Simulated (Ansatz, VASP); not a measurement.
**Hf in VASP and in Ansatz**

```
CELL_PARAMETERS angstrom
3.15350 0.00000 0.00000
-1.57675 2.73101 0.00000
0.00000 0.00000 4.98944
ATOMIC_POSITIONS crystal
Hf 0.66667 0.33333 0.75000
Hf 0.33333 0.66667 0.25000
```

Change from the starting cell: volume scaled by 0.96.

Alike in both runs: task single point; functional PBE; k mesh 10 × 10 × 5; occupations fermi-dirac, width 0.05 eV; no spin polarisation.

```csv
,VASP,Ansatz
version,VASP 6.6.1,Ansatz 0.2.0
potentials or method,"VASP PAW PBE potentials, release 64 (Hf_pv), cutoff 520 eV","all-electron LAPW, scalar-relativistic"
```

Ansatz gave:

- gap on the k mesh at the Fermi level (eV): none
- pressure (GPa): 5.4
- largest component of the traceless stress (GPa): 0.06

**Question.** Which values does VASP return?

**Answer.** gap on the k mesh at the Fermi level (eV): none; pressure (GPa): 4.9; largest component of the traceless stress (GPa): 0.14.

A gap of «none» marks a metal or a gap that the smearing closes. Ansatz ran all-electron here, so the differences hold the error of VASP's frozen core and of both bases.

Spin-orbit coupling is left out, which matters for the levels of Hf.
